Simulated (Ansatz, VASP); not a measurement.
**One calculation of Be, two programs**

```
Be
1.0
    -1.27661    1.27661    1.27661
     1.27661   -1.27661    1.27661
     1.27661    1.27661   -1.27661
Be
1
Direct
  0.00000 0.00000 0.00000
```

Alike in both runs: task single point; functional revPBE; k mesh 20 × 20 × 20; occupations fermi-dirac, width 0.1 eV; no spin polarisation.

|  | VASP | Ansatz |
| --- | --- | --- |
| version | VASP 6.6.1 | Ansatz 0.2.0 |
| potentials or method | VASP PAW PBE potentials, release 64 (Be) | plane waves (420 eV) with PAW, scalar-relativistic |
| plane-wave cutoff (eV) | 520 | 420 |
| valence electrons in the cell | 2 | 2 |

```tsv
	VASP	Ansatz	Ansatz less VASP
pressure (GPa)	-4.4	-4.4	-0.03
```

Caveats: the PAW data sets were made with another functional, which shifts forces and pressure a little (VASP).
